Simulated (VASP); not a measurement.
WS2:

```
CELL_PARAMETERS angstrom
1.57900 0.91164 6.16333
-1.57900 0.91164 6.16333
0.00000 -1.82327 6.16333
ATOMIC_POSITIONS crystal
W 0.00000 0.00000 0.00000
S 0.24970 0.24970 0.24970
S 0.41900 0.41900 0.41900
```

Measurements of this composition are mostly on another form, of space group No. 194.

* Program: VASP 6.6.1
* Task: relaxation of cell and atoms
* Functional: PBEsol
* Dispersion: D3(BJ)
* Potentials or basis: VASP PAW PBE potentials, release 64 (W_sv, S)
* Cutoff: 520 eV
* k mesh: 6 × 6 × 6
* Occupations: gaussian, width 0.02 eV
* Spin: no spin polarisation

At the start: pressure -4.1 GPa; volume 17.74 Å³/atom.

Where does the relaxation end?

Over 17 steps the energy falls by 18.8 meV/atom and the volume is 16.43 Å³/atom (-7.4 %); space group R3m (No. 160, to 0.05 Å).

The path:
```
step  energy change (eV)  largest force (eV/Å)  pressure (GPa)  volume (Å³)
   1              0.0000                0.6005           -4.09        53.23
   2              0.0432                1.7076            8.40        49.82
   3             -0.0224                0.4537            0.11        51.93
   4             -0.0299                0.2918           -0.74        51.59
   5             -0.0299                0.2734           -0.70        51.61
   6             -0.0373                0.0820           -0.08        50.96
   7             -0.0395                0.2581            0.50        50.39
   8             -0.0451                0.2169            0.42        50.14
   9             -0.0553                0.0947            0.30        49.39
  10             -0.0562                0.0408            0.31        49.05
  11             -0.0562                0.0498            0.31        49.11
  12             -0.0564                0.0389           -0.15        49.29
  13             -0.0564                0.0299           -0.07        49.26
  14             -0.0565                0.0127            0.05        49.27
  15             -0.0565                0.0119            0.04        49.27
  16             -0.0565                0.0030           -0.01        49.29
  17             -0.0565                0.0004           -0.01        49.28
```

Final structure:
```yaml
crystal:
  lattice:
    - [1.56034, 0.90086, 5.84333]
    - [-1.56034, 0.90086, 5.84333]
    - [0.00000, -1.80172, 5.84333]
  atoms:
    - { symbol: W, position: [0.00064, 0.00064, 0.00064] }
    - { symbol: S, position: [0.24449, 0.24449, 0.24449] }
    - { symbol: S, position: [0.42358, 0.42358, 0.42358] }
```

Caveat: the PAW data sets were made with another functional, which shifts forces and pressure a little.
